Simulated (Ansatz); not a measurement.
NiO:

```
CELL_PARAMETERS angstrom
0.00000 2.08590 2.08590
2.08590 0.00000 2.08590
2.08590 2.08590 0.00000
ATOMIC_POSITIONS crystal
Ni 0.00000 0.00000 0.00000
O 0.50000 0.50000 0.50000
```

Base run:

* Program: Ansatz 0.2.0
* Functional: LDA
* Potentials or basis: all-electron LAPW, scalar-relativistic
* Cutoff: 378 eV
* Density cutoff: 1513 eV
* Basis error allowed: 0.001 eV/atom
* k mesh: 11 × 11 × 11
* Occupations: fermi-dirac, width 0.05 eV
* Spin: collinear spin, ferromagnetic start
* Starting moments: [1.0, 0.0] μB

Its results: pressure -19.8 GPa; net moment -0.30 μB per cell; site moments Ni -0.26; O -0.04 μB.

Task: The run is repeated on the same cell with these changes: functional from LDA to PBE. What comes out?

Result: Pressure 6.3 GPa; net moment 1.78 μB per cell; site moments Ni +1.48; O +0.29 μB.

PBE binds less tightly than LDA, so the same cell stands under more pressure.

Caveats: a cell with one magnetic atom can't hold antiferromagnetic order, which such compounds often take (some runs).

Not every run made on this cell is shown here.
